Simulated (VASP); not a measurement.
The system is ZnSe (Stilleite).

```xyz
2
Lattice="0.0000 2.8207 2.8207 2.8207 0.0000 2.8207 2.8207 2.8207 0.0000" Properties=species:S:1:pos:R:3 pbc="T T T"
Zn    0.0000    0.0000    0.0000
Se    1.4103    1.4103    1.4103
```

Base run:

* Program: VASP 6.6.1
* Functional: HSE06
* Potentials or basis: VASP PAW PBE potentials, release 64 (Zn, Se)
* Cutoff: 520 eV
* k mesh: 6 × 6 × 6
* Occupations: gaussian, width 0.03 eV
* Spin: no spin polarisation

Its results: band gap on the k mesh 2.49 eV, direct; pressure 2.1 GPa.

**Question.** The run is repeated on the same cell with these changes: functional from HSE06 to PBE0. What comes out?

**Answer.** Band gap on the k mesh 3.10 eV, direct; pressure 1.9 GPa.

Caveats: the PAW data sets were made with another functional, which shifts forces and pressure a little.
